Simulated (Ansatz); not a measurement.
Input, command and steps of an Ansatz relaxation.

```yaml
crystal:
  lattice:
    - [-2.6234325422, 4.7530349171, 4.450891821]
    - [2.6234325422, -4.7530349171, 4.450891821]
    - [2.6234325422, 4.7530349171, -4.450891821]
  atoms:
    - { symbol: Si, position: [0.9275554307, 0.8441015156, 0.0834539151] }
    - { symbol: Si, position: [0.7393523996, 0.1558984844, 0.5834539151] }
    - { symbol: Si, position: [0.0724445693, 0.1558984844, 0.9165460849] }
    - { symbol: Si, position: [0.2606476004, 0.8441015156, 0.4165460849] }
    - { symbol: O, position: [0.1278353151, 0.8778353151, 0.25] }
    - { symbol: O, position: [0.8721646849, 0.1221646849, 0.75] }
    - { symbol: O, position: [0.7902924887, 0.5, 0.7902924887] }
    - { symbol: O, position: [0.2097075113, 0.0, 0.7097075113] }
    - { symbol: O, position: [0.2097075113, 0.5, 0.2097075113] }
    - { symbol: O, position: [0.7902924887, 0.0, 0.2902924887] }
    - { symbol: O, position: [0.0, 0.0, 0.0] }
    - { symbol: O, position: [0.5, 0.0, 0.5] }
basis:
  ecutwfc: 420
kpoints:
  mp_grid: { grid: [6, 6, 6] }
hamiltonian:
  xc: lda
scf:
  occupations: { method: gaussian, width: 0.02 }
output:
  forces: true
  stress: true
  eigenvalues: true
relax:
  adjacent_minimum: "off"
  f_tol: 0.008
  max_steps: 50
  cell: { stress_tol: 0.08, p_target: -1.0 }
```

```bash
ansatz run input.yaml --threads 2 --pin off --max-ram 5120MiB --backend cpu --events-out ev --progress --plain --runs-dir out
```

These are results of Ansatz, DFT LDA, scalar-relativistic, plane waves, PAW, not measurements.

Of 10 frames 10 are shown, positions in Å and forces in eV/Å; the SCF threshold varies from step to step. Steps run on the plane waves of an earlier cell, with a Pulay correction in the pressure. The basis is chosen afresh for the last frame, the zero of the energies, and at times for earlier ones too; energy and pressure can step there, also at an unchanged geometry. Where two frames share a geometry here, they differ by under 2 meV/atom and 0.3 GPa. The relaxation lowers the enthalpy F + PV at the target pressure, so the free energy itself can rise.

```xyz
12
Lattice="-2.6234 4.7530 4.4509 2.6234 -4.7530 4.4509 2.6234 4.7530 -4.4509" Properties=species:S:1:pos:R:3:forces:R:3 pbc="T T T" step=1 free_energy_over_end_meV_per_atom=-0.26 pressure_GPa=-1.33
Si    0.0000    0.7933    7.5140    0.0000    0.0148    0.0036
Si    0.0000    5.5464    1.3878    0.0000    0.0148   -0.0036
Si    2.6234    3.9597   -3.0631    0.0000   -0.0148   -0.0036
Si    2.6234   -0.7933    3.0631    0.0000   -0.0148    0.0036
O     2.6234   -2.3765    3.3634    0.0000    0.0000   -0.0601
O     0.0000    7.1296    1.0875    0.0000    0.0000    0.0601
O     1.3117    5.1361    2.2254    0.0000    0.0830    0.0000
O     1.3117    4.3700   -2.2254    0.0000   -0.0830    0.0000
O     1.3117   -0.3830    2.2254    0.0000   -0.0830    0.0000
O    -1.3117    5.1361    2.2254    0.0000    0.0830    0.0000
O     0.0000    0.0000    0.0000    0.0000    0.0000    0.0000
O     0.0000    4.7530    0.0000    0.0000    0.0000    0.0000
12
Lattice="-2.6224 4.7605 4.4459 2.6224 -4.7605 4.4459 2.6224 4.7605 -4.4459" Properties=species:S:1:pos:R:3:forces:R:3 pbc="T T T" step=2 free_energy_over_end_meV_per_atom=-0.40 pressure_GPa=-1.18
Si    0.0000    0.7982    7.5070    0.0000   -0.0092    0.0029
Si    0.0000    5.5586    1.3847    0.0000   -0.0092   -0.0029
Si    2.6224    3.9623   -3.0611    0.0000    0.0092   -0.0029
Si    2.6224   -0.7982    3.0611    0.0000    0.0092    0.0029
O     2.6224   -2.3802    3.3626    0.0000    0.0000   -0.0311
O     0.0000    7.1407    1.0833    0.0000    0.0000    0.0311
O     1.3112    5.1504    2.2229    0.0000    0.0708    0.0000
O     1.3112    4.3705   -2.2229    0.0000   -0.0708    0.0000
O     1.3112   -0.3900    2.2229    0.0000   -0.0708    0.0000
O    -1.3112    5.1504    2.2229    0.0000    0.0708    0.0000
O     0.0000    0.0000    0.0000    0.0000    0.0000    0.0000
O     0.0000    4.7605    0.0000    0.0000    0.0000    0.0000
12
Lattice="-2.6225 4.7935 4.4279 2.6225 -4.7935 4.4279 2.6225 4.7935 -4.4279" Properties=species:S:1:pos:R:3:forces:R:3 pbc="T T T" step=3 free_energy_over_end_meV_per_atom=-0.14 pressure_GPa=-0.96
Si    0.0000    0.8183    7.4829    0.0000   -0.0656   -0.0197
Si    0.0000    5.6119    1.3729    0.0000   -0.0656    0.0197
Si    2.6225    3.9752   -3.0550    0.0000    0.0656    0.0197
Si    2.6225   -0.8183    3.0550    0.0000    0.0656   -0.0197
O     2.6225   -2.3968    3.3643    0.0000    0.0000    0.0662
O     0.0000    7.1903    1.0637    0.0000    0.0000   -0.0662
O     1.3113    5.2147    2.2140    0.0000    0.0296    0.0000
O     1.3113    4.3724   -2.2140    0.0000   -0.0296    0.0000
O     1.3113   -0.4212    2.2140    0.0000   -0.0296    0.0000
O    -1.3113    5.2147    2.2140    0.0000    0.0296    0.0000
O     0.0000    0.0000    0.0000    0.0000    0.0000    0.0000
O     0.0000    4.7935    0.0000    0.0000    0.0000    0.0000
12
Lattice="-2.6237 4.8194 4.4168 2.6237 -4.8194 4.4168 2.6237 4.8194 -4.4168" Properties=species:S:1:pos:R:3:forces:R:3 pbc="T T T" step=4 free_energy_over_end_meV_per_atom=0.17 pressure_GPa=-1.01
Si    0.0000    0.8366    7.4725    0.0000    0.0042    0.0000
Si    0.0000    5.6560    1.3612    0.0000    0.0042    0.0000
Si    2.6237    3.9828   -3.0556    0.0000   -0.0042    0.0000
Si    2.6237   -0.8366    3.0556    0.0000   -0.0042    0.0000
O     2.6237   -2.4097    3.3980    0.0000    0.0000    0.0190
O     0.0000    7.2291    1.0188    0.0000    0.0000   -0.0190
O     1.3119    5.2760    2.2084    0.0000    0.0044    0.0000
O     1.3119    4.3628   -2.2084    0.0000   -0.0044    0.0000
O     1.3119   -0.4566    2.2084    0.0000   -0.0044    0.0000
O    -1.3119    5.2760    2.2084    0.0000    0.0044    0.0000
O     0.0000    0.0000    0.0000    0.0000    0.0000    0.0000
O     0.0000    4.8194    0.0000    0.0000    0.0000    0.0000
12
Lattice="-2.6216 4.8434 4.4079 2.6216 -4.8434 4.4079 2.6216 4.8434 -4.4079" Properties=species:S:1:pos:R:3:forces:R:3 pbc="T T T" step=5 free_energy_over_end_meV_per_atom=0.50 pressure_GPa=-0.95
Si    0.0000    0.8561    7.4670    0.0000   -0.0612   -0.0396
Si    0.0000    5.6994    1.3487    0.0000   -0.0612    0.0396
Si    2.6216    3.9873   -3.0592    0.0000    0.0612    0.0396
Si    2.6216   -0.8561    3.0592    0.0000    0.0612   -0.0396
O     2.6216   -2.4217    3.4290    0.0000    0.0000    0.0272
O     0.0000    7.2650    0.9789    0.0000    0.0000   -0.0272
O     1.3108    5.3331    2.2039    0.0000    0.0065    0.0000
O     1.3108    4.3536   -2.2039    0.0000   -0.0065    0.0000
O     1.3108   -0.4898    2.2039    0.0000   -0.0065    0.0000
O    -1.3108    5.3331    2.2039    0.0000    0.0065    0.0000
O     0.0000    0.0000    0.0000    0.0000    0.0000    0.0000
O     0.0000    4.8434    0.0000    0.0000    0.0000    0.0000
12
Lattice="-2.6219 4.8446 4.4071 2.6219 -4.8446 4.4071 2.6219 4.8446 -4.4071" Properties=species:S:1:pos:R:3:forces:R:3 pbc="T T T" step=6 free_energy_over_end_meV_per_atom=0.52 pressure_GPa=-1.00
Si    0.0000    0.8551    7.4646    0.0000    0.0007    0.0026
Si    0.0000    5.6996    1.3495    0.0000    0.0007   -0.0026
Si    2.6219    3.9895   -3.0575    0.0000   -0.0007   -0.0026
Si    2.6219   -0.8551    3.0575    0.0000   -0.0007    0.0026
O     2.6219   -2.4223    3.4276    0.0000    0.0000   -0.0008
O     0.0000    7.2668    0.9794    0.0000    0.0000    0.0008
O     1.3109    5.3332    2.2035    0.0000   -0.0005    0.0000
O     1.3109    4.3559   -2.2035    0.0000    0.0005    0.0000
O     1.3109   -0.4887    2.2035    0.0000    0.0005    0.0000
O    -1.3109    5.3332    2.2035    0.0000   -0.0005    0.0000
O     0.0000    0.0000    0.0000    0.0000    0.0000    0.0000
O     0.0000    4.8446    0.0000    0.0000    0.0000    0.0000
12
Lattice="-2.6219 4.8446 4.4071 2.6219 -4.8446 4.4071 2.6219 4.8446 -4.4071" Properties=species:S:1:pos:R:3:forces:R:3 pbc="T T T" step=7 free_energy_over_end_meV_per_atom=-0.28 pressure_GPa=-0.93
Si    0.0000    0.8551    7.4646    0.0000   -0.0004    0.0023
Si    0.0000    5.6996    1.3495    0.0000   -0.0004   -0.0023
Si    2.6219    3.9895   -3.0575    0.0000    0.0004   -0.0023
Si    2.6219   -0.8551    3.0575    0.0000    0.0004    0.0023
O     2.6219   -2.4223    3.4276    0.0000    0.0000   -0.0005
O     0.0000    7.2668    0.9794    0.0000    0.0000    0.0005
O     1.3109    5.3332    2.2035    0.0000    0.0003    0.0000
O     1.3109    4.3559   -2.2035    0.0000   -0.0003    0.0000
O     1.3109   -0.4887    2.2035    0.0000   -0.0003    0.0000
O    -1.3109    5.3332    2.2035    0.0000    0.0003    0.0000
O     0.0000    0.0000    0.0000    0.0000    0.0000    0.0000
O     0.0000    4.8446    0.0000    0.0000    0.0000    0.0000
12
Lattice="-2.6224 4.8676 4.3952 2.6224 -4.8676 4.3952 2.6224 4.8676 -4.3952" Properties=species:S:1:pos:R:3:forces:R:3 pbc="T T T" step=8 free_energy_over_end_meV_per_atom=0.05 pressure_GPa=-0.98
Si    0.0000    0.8691    7.4498    0.0000    0.0027    0.0012
Si    0.0000    5.7367    1.3407    0.0000    0.0027   -0.0012
Si    2.6224    3.9984   -3.0545    0.0000   -0.0027   -0.0012
Si    2.6224   -0.8691    3.0545    0.0000   -0.0027    0.0012
O     2.6224   -2.4338    3.4384    0.0000    0.0000    0.0023
O     0.0000    7.3013    0.9568    0.0000    0.0000   -0.0023
O     1.3112    5.3784    2.1976    0.0000    0.0005    0.0000
O     1.3112    4.3567   -2.1976    0.0000   -0.0005    0.0000
O     1.3112   -0.5108    2.1976    0.0000   -0.0005    0.0000
O    -1.3112    5.3784    2.1976    0.0000    0.0005    0.0000
O     0.0000    0.0000    0.0000    0.0000    0.0000    0.0000
O     0.0000    4.8676    0.0000    0.0000    0.0000    0.0000
12
Lattice="-2.6221 4.8794 4.3896 2.6221 -4.8794 4.3896 2.6221 4.8794 -4.3896" Properties=species:S:1:pos:R:3:forces:R:3 pbc="T T T" step=9 free_energy_over_end_meV_per_atom=0.23 pressure_GPa=-1.00
Si    0.0000    0.8773    7.4436    0.0000   -0.0011    0.0069
Si    0.0000    5.7567    1.3355    0.0000   -0.0011   -0.0069
Si    2.6221    4.0021   -3.0540    0.0000    0.0011   -0.0069
Si    2.6221   -0.8773    3.0540    0.0000    0.0011    0.0069
O     2.6221   -2.4397    3.4481    0.0000    0.0000   -0.0007
O     0.0000    7.3191    0.9415    0.0000    0.0000    0.0007
O     1.3110    5.4039    2.1948    0.0000   -0.0014    0.0000
O     1.3110    4.3549   -2.1948    0.0000    0.0014    0.0000
O     1.3110   -0.5245    2.1948    0.0000    0.0014    0.0000
O    -1.3110    5.4039    2.1948    0.0000   -0.0014    0.0000
O     0.0000    0.0000    0.0000    0.0000    0.0000    0.0000
O     0.0000    4.8794    0.0000    0.0000    0.0000    0.0000
12
Lattice="-2.6221 4.8794 4.3896 2.6221 -4.8794 4.3896 2.6221 4.8794 -4.3896" Properties=species:S:1:pos:R:3:forces:R:3 pbc="T T T" step=10 free_energy_over_end_meV_per_atom=0.00 pressure_GPa=-0.99
Si    0.0000    0.8773    7.4436    0.0000   -0.0015    0.0068
Si    0.0000    5.7567    1.3355    0.0000   -0.0015   -0.0068
Si    2.6221    4.0021   -3.0540    0.0000    0.0015   -0.0068
Si    2.6221   -0.8773    3.0540    0.0000    0.0015    0.0068
O     2.6221   -2.4397    3.4481    0.0000    0.0000   -0.0006
O     0.0000    7.3191    0.9415    0.0000    0.0000    0.0006
O     1.3110    5.4039    2.1948    0.0000   -0.0011    0.0000
O     1.3110    4.3549   -2.1948    0.0000    0.0011    0.0000
O     1.3110   -0.5245    2.1948    0.0000    0.0011    0.0000
O    -1.3110    5.4039    2.1948    0.0000   -0.0011    0.0000
O     0.0000    0.0000    0.0000    0.0000    0.0000    0.0000
O     0.0000    4.8794    0.0000    0.0000    0.0000    0.0000
```

The run took 73 s on 2 threads of Intel(R) Xeon(R) Platinum 8559C (Emerald Rapids), on a shared host, peak memory 0.72 GiB.